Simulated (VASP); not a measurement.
Wanted: the native input for a VASP 6.6.1 run.

- Task: single point
- Functional: PBE
- Potentials or basis: VASP PAW PBE potentials, release 64 (Te)
- Cutoff: 300 eV
- k mesh: 9 × 9 × 6
- Occupations: gaussian, width 0.01 eV
- Spin: no spin polarisation
- Further INCAR settings: ALGO = Fast; EDIFF = 1e-06; NBANDS = 16

The structure of Te lies in POSCAR:

```
Te
1.0
    4.4572000000      0.0000000000      0.0000000000
   -2.2286000000      3.8600484297      0.0000000000
    0.0000000000      0.0000000000      5.9290000000
Te
3
Direct
    0.2633000000      0.0000000000      0.3333333333
    0.0000000000      0.2633000000      0.6666666667
    0.7367000000      0.7367000000      0.0000000000
```

One way to write it, as run:

INCAR

```
SYSTEM = Te
ALGO     = Fast           ! electronic algorithm
EDIFF    = 1E-6           ! SCF threshold, eV
ENCUT    = 300            ! plane-wave cutoff, eV
GGA      = PE             ! functional
ISIF     = 2              ! what is computed and relaxed
ISMEAR   = 0              ! smearing method
LASPH    = .True.         ! aspherical terms in the spheres
LCHARG   = .False.        ! write CHGCAR
LREAL    = .False.        ! projectors in reciprocal space
LWAVE    = .False.        ! write WAVECAR
NBANDS   = 16             ! bands
NELM     = 80             ! most SCF steps
PREC     = Accurate       ! precision mode
SIGMA    = 0.01           ! smearing width, eV
```

KPOINTS

```
k-points
0
Gamma
  9 9 6
  0 0 0
```

Potentials or basis: VASP PAW PBE potentials, release 64 (Te).

Run with:

```bash
$ cat potpaw_PBE.64/Te/POTCAR > POTCAR
$ mpirun -np 1 vasp_std > vasp.out
```

Results of the run:

```yaml
Pressure: 2.0 GPa
Largest_force: 0.324 eV/Å
Band_gap_on_the_k_mesh: 0.16 eV, direct
```

Caveat: spin-orbit coupling is left out, which moves the levels of the heavy elements; an odd mesh through Γ misses points on the zone boundary, where band edges often lie.

It took 34 s on 1 thread of Intel(R) Xeon(R) Platinum 8375C CPU @ 2.90GHz (Ice Lake) (shared host), peak memory 0.18 GiB.
